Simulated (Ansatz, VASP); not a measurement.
Two plane-wave programs on SnO2

INCAR

```
SYSTEM = SnO2
  PREC = Accurate
  ENCUT = 600
  EDIFF = 1E-6
  ISMEAR = 0
  SIGMA = 0.02
  LREAL = .False.
  LASPH = .True.
  NELM = 100
  ALGO = Normal
  ISIF = 3
  LWAVE = .False.
  LCHARG = .False.
  GGA = PS
  IBRION = 2
  NSW = 100
  EDIFFG = -0.005
```

File KPOINTS:

```
regular mesh
0
Gamma
  6 6 10
  0 0 0
```

File POSCAR:

```
SnO2
1.0
    4.8069719400      0.0000000000      0.0000000000
    0.0000000000      4.8069719400      0.0000000000
    0.0000000000      0.0000000000      3.0957142200
Sn O
2 4
Direct
    0.0000000000      0.0000000000      0.0000000000
    0.5000000000      0.5000000000      0.5000000000
    0.3049600000      0.3049600000      0.0000000000
    0.1950400000      0.8049600000      0.5000000000
    0.6950400000      0.6950400000      0.0000000000
    0.8049600000      0.1950400000      0.5000000000
```

Input for Ansatz:

```yaml
crystal:
  lattice:
    - [4.80697194, 0.0, 0.0]
    - [0.0, 4.80697194, 0.0]
    - [0.0, 0.0, 3.09571422]
  atoms:
    - { symbol: Sn, position: [0.0, 0.0, 0.0] }
    - { symbol: Sn, position: [0.5, 0.5, 0.5] }
    - { symbol: O, position: [0.30496, 0.30496, 0.0] }
    - { symbol: O, position: [0.19504, 0.80496, 0.5] }
    - { symbol: O, position: [0.69504, 0.69504, 0.0] }
    - { symbol: O, position: [0.80496, 0.19504, 0.5] }
basis:
  ecutwfc: 420
kpoints:
  mp_grid: { grid: [6, 6, 10] }
hamiltonian:
  xc: pbesol
scf:
  occupations: { method: gaussian, width: 0.02 }
output:
  forces: true
  stress: true
  eigenvalues: true
relax:
  adjacent_minimum: "off"
  f_tol: 0.005
  max_steps: 80
  cell: { stress_tol: 0.05 }
```

The cell was built by a generator and needn't be a form met in nature.

Alike in both runs: task relaxation of cell and atoms; functional PBEsol; k mesh 6 × 6 × 10; occupations gaussian, width 0.02 eV; no spin polarisation.

```csv
,VASP,Ansatz
version,VASP 6.6.1,Ansatz 0.2.0
potentials or method,"VASP PAW PBE potentials, release 64 (Sn_d, O)","scalar-relativistic, plane waves, PAW"
plane-wave cutoff (eV),600,420
valence electrons in the cell,52,52
```

Ansatz gave:

```
gap on the k mesh at the Fermi level, each at its own relaxed structure (eV) : 0.92
relaxed volume (Å³/atom)                                                     : 12.18
relaxed cell length with the largest relative difference (Å)                 : 3.212
energy change over the relaxation (meV/atom)                                 : -17
```

Question: Estimate VASP's values.

Answer: gap on the k mesh at the Fermi level, each at its own relaxed structure (eV): 0.88; relaxed volume (Å³/atom): 12.21; relaxed cell length with the largest relative difference (Å): 3.216; energy change over the relaxation (meV/atom): -19.

Caveats: the PAW data sets were made with another functional, which shifts forces and pressure a little (VASP); spin-orbit coupling is left out, which moves the levels of the heavy elements. Expect the measured gap to be larger: semilocal functionals such as PBEsol lack the derivative discontinuity.
